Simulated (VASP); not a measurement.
Consider the following.

```
CELL_PARAMETERS angstrom
      0.00000     2.88421     2.88421
      2.88421     0.00000     2.88421
      2.88421     2.88421     0.00000
ATOMIC_POSITIONS crystal
  Sr 0.00000 0.00000 0.00000
  F  0.75000 0.75000 0.75000
  F  0.25000 0.25000 0.25000
```

Calculation: PBE GGA, VASP's PBE PAW potentials (set 64) (plane waves; VASP). Run with 400 eV cut-off, 10×10×10 Γ-centred mesh, Gaussian smearing of 0.050 eV, potentials Sr_sv F.

At this cut-off the stress carries a Pulay error, which pulls relaxed volumes low.

### Question
Give the stress tensor in GPa (positive for a compressed cell).

### Answer

```
-3.77   0.00   0.00
 0.00  -3.77   0.00
 0.00   0.00  -3.77
```
The pressure is its mean diagonal, -3.77 GPa.

The structure comes from a computed database's SrF2 entry; how it stands against other phases isn't given here. The cell was not relaxed at this level.
